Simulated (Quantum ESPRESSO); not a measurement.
This Quantum ESPRESSO 7.5 run on Au needs a look.

The input pw.in:

```
&CONTROL
  calculation = 'scf'
  prefix = 'pwscf'
  outdir = './tmp'
  pseudo_dir = './pseudo'
  tprnfor = .true.
  tstress = .true.
  disk_io = 'nowf'
/
&SYSTEM
  ibrav = 0
  nat = 1
  ntyp = 1
  ecutwfc = 76
  nbnd = 16
  occupations = 'smearing'
  smearing = 'fd'
  degauss = 0.00367493
/
&ELECTRONS
  conv_thr = 2d-10
  electron_maxstep = 100
  mixing_beta = 0.5
  mixing = 0.3
/
ATOMIC_SPECIES
Au   196.9666 Au.upf
CELL_PARAMETERS angstrom
   0.0000000000    2.0350000000    2.0350000000
   2.0350000000    0.0000000000    2.0350000000
   2.0350000000    2.0350000000    0.0000000000
ATOMIC_POSITIONS crystal
Au     0.0000000000    0.0000000000    0.0000000000
K_POINTS automatic
11 11 11 0 0 0
```

Potentials or basis: PseudoDojo 0.4 FR PBEsol standard.

The run is started by

```bash
$ OMP_NUM_THREADS=1 mpirun -n 2 pw.x -nk 2 -in pw.in > pw.out
```

pw.out:

```text
This program is part of the open-source Quantum ESPRESSO suite
     for quantum simulation of materials; please cite
         "P. Giannozzi et al., J. Phys.:Condens. Matter 21 395502 (2009);
         "P. Giannozzi et al., J. Phys.:Condens. Matter 29 465901 (2017);
         "P. Giannozzi et al., J. Chem. Phys. 152 154105 (2020);
     in publications or presentations arising from this work. More details at

 %%%%%%%%%%%%%%%%%%%%%%%%%%%%%%%%%%%%%%%%%%%%%%%%%%%%%%%%%%%%%%%%%%%%%%%%%%%%%%
     Error in routine  read_namelists (1):
      bad line in namelist &electrons: "  mixing = 0.3" (error could be in the previous line)
 %%%%%%%%%%%%%%%%%%%%%%%%%%%%%%%%%%%%%%%%%%%%%%%%%%%%%%%%%%%%%%%%%%%%%%%%%%%%%%

     stopping ...

"abort". This may have caused other processes in the application to be
```

Q: How did it end, and where is the flaw?

A: The program refused the input. The input holds a flaw that was put in on purpose: misspelt key (mixing = 0.3).
